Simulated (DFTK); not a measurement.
**GaN in DFTK: convergence with k mesh**

GaN:

```xyz
2
Lattice="0.0482 2.2420 2.2828 2.2938 0.0746 2.2565 2.3398 2.2616 0.0286" Properties=species:S:1:pos:R:3 pbc="T T T"
Ga    0.0000    0.0000    0.0000
N     1.1704    1.1445    1.1420
```

The cell is a database's computed one.

The cell isn't the ideal one: cell strained at random.

- Program: DFTK 0.8.2
- Task: convergence study
- Functional: PBE
- Potentials or basis: dojo.nc.sr.pbe.v0_4_1.standard.upf (PBE)
- Cutoff: 1143 eV
- k mesh: 2 × 2 × 2
- Occupations: fermi-dirac, width 0.02 eV
- Spin: no spin polarisation

These are the settings of the first run; the series varies k mesh, with any setting tied to it.

Hardware: 1 thread of Intel(R) Xeon(R) Platinum 8488C (Sapphire Rapids) (shared host).

```csv
k mesh,"energy less the tightest run, at zero smearing (meV/atom)",pressure (GPa),largest force (eV/Å),gap on the mesh (eV),SCF cycles
2 × 2 × 2,857.25,8.97,0.368,1.341,11
3 × 3 × 3,146.15,5.91,0.400,1.516,13
4 × 4 × 4,31.06,5.55,0.421,1.565,12
6 × 6 × 6,2.00,5.59,0.428,1.583,12
8 × 8 × 8,0.00,5.62,0.429,1.585,12
```

Against the tightest run, the pressure stays within 0.1 GPa from 4 × 4 × 4 on; the largest force stays within 0.005 eV/Å from 6 × 6 × 6 on; the gap on the mesh stays within 0.01 eV from 6 × 6 × 6 on. Not settled before the last step: the energy (to 1 meV/atom). Meshes of other sizes hit other points, so gaps and Fermi surfaces needn't settle smoothly. The tightest run that finished is the yardstick and may itself not be fully converged.
